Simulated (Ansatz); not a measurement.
The elements of this relaxed trial crystal are hidden behind letters.

```
lattice vectors (Å)
   5.5929    0.0000    0.0000
   0.0000    4.8649    2.4230
   0.0000   -4.8649    2.4230
fractional positions
X 0.3391 0.3983 0.2111
X 0.6609 0.2111 0.3983
X 0.3391 0.7111 0.8983
X 0.6609 0.8983 0.7111
X 0.8426 0.5550 0.0550
X 0.1574 0.0550 0.5550
Z 0.6739 0.2892 0.1009
Z 0.3261 0.1009 0.2892
Z 0.6739 0.6009 0.7892
Z 0.3261 0.7892 0.6009
Z 0.1670 0.4454 0.9454
Z 0.8330 0.9454 0.4454
```

Level of theory: Ansatz 0.2.0, DFT PBE, scalar-relativistic, plane waves, PAW. Cutoff 420 eV, Γ-centred 4×6×6 mesh (12-atom cell), Gaussian smearing of 0.02 eV, no spin polarisation.

```
Space group                               : Aem2 (No. 39)
Conventional cell                         : a = 5.593 Å, b = 9.730 Å, c = 4.846 Å
Volume per atom                           : 10.99 Å³
Density                                   : 1.96 g/cm³
Formation energy                          : −2.925 eV/atom
Gap on the 4×6×6 mesh of the 12-atom cell : 7.24 eV
```

Energies are uncorrected and count from the elements' standard states at the same level.

Problem. X is an s-block element of period 2 and Z is a p-block element of period 2. Which elements are they?

Solution. X = Li, Z = F, so the formula is LiF. Density times volume gives a mean mass of 1.96 × 10.99/1.6605 = 13.0 u per atom, and this set has 13.0 u. Among the elements that the hints allow, noble gases aside, only these give it. Li on a site of symmetry 1 is surrounded by 4 F at 1.88–1.95 Å; Li on a site of symmetry m has 4 F at 1.86–1.89 Å; around F on a site of symmetry 1 lie 4 Li at 1.86–1.95 Å; 1 more site not described.

Kohn–Sham gaps at this level usually fall short of measured ones. A later test with randomly moved atoms came back to the same energy, though modes that don't fit the test's cell weren't probed. Another cell of LiF relaxed alike, in Fm-3m, lies 20 meV/atom lower, so this cell isn't the stable form at this level.
